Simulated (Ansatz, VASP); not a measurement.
Given: the input of a run of VASP 6.6.1 on BN.

File INCAR:

```
SYSTEM = BN
PREC = Accurate
ENCUT = 520
EDIFF = 1E-7
ISMEAR = -1
SIGMA = 0.05
LREAL = .FALSE.
LASPH = .TRUE.
NELM = 80
ALGO = Normal
ISIF = 2
LWAVE = .FALSE.
LCHARG = .FALSE.
GGA = PS
NBANDS = 11
```

KPOINTS

```
Automatic mesh
0
G
  12 12 12
  0 0 0
```

File POSCAR:

```
BN
1.0
    1.2342126593      0.7125730110      3.3273486205
   -1.2342126593      0.7125730110      3.3273486205
    0.0000000000     -1.4251460221      3.3273486205
N B
1 1
Direct
    0.6672382000      0.6672382000      0.6672382000
    0.0003288000      0.0003288000      0.0003288000
```

Potentials or basis: VASP PAW PBE potentials, release 64 (N, B).

Run with:

```bash
$ cat potpaw_PBE.64/N/POTCAR potpaw_PBE.64/B/POTCAR > POTCAR
$ mpirun -np 1 vasp_std > vasp.out
```

Q: Translate it to Ansatz 0.2.0. Potentials there: all-electron LAPW, scalar-relativistic.

A: As run (the cutoff follows the program's own potentials):

File input.yaml:

```yaml
crystal:
  lattice:
    - [1.2342126593, 0.712573011, 3.3273486205]
    - [-1.2342126593, 0.712573011, 3.3273486205]
    - [0.0, -1.4251460221, 3.3273486205]
  atoms:
    - { symbol: "N", position: [0.6672382, 0.6672382, 0.6672382] }
    - { symbol: B, position: [0.0003288, 0.0003288, 0.0003288] }
kpoints:
  mp_grid: { grid: [12, 12, 12] }
scf:
  occupations: { method: fermi_dirac, width: 0.05 }
hamiltonian:
  xc: pbesol
  pseudopotentials: { kind: all_electron, lapw: { basis_error: 0.0005 } }
output:
  forces: true
  stress: true
  eigenvalues: true
```

Potentials or basis: all-electron LAPW, scalar-relativistic.

Launch:

```bash
$ ansatz run input.yaml --threads 1 --pin off --max-ram 3072MiB --backend cpu --events-out ev --progress --plain --runs-dir out
```

Both were run:

|  | VASP | Ansatz | Ansatz less VASP |
| --- | --- | --- | --- |
| gap on the k mesh at the Fermi level (eV) | 4.22 | 4.23 | +0.006 |
| least direct gap on the mesh (eV) | 4.74 | 4.74 | +0.005 |
| pressure (GPa) | 11.6 | 11.3 | -0.35 |
| largest component of the traceless stress (GPa) | 11.01 | 10.49 | -0.520 |

Ansatz ran all-electron here, so the differences hold the error of VASP's frozen core and of both bases.

Caveats: the PAW data sets were made with another functional, which shifts forces and pressure a little (VASP). A k mesh can miss the band edges.
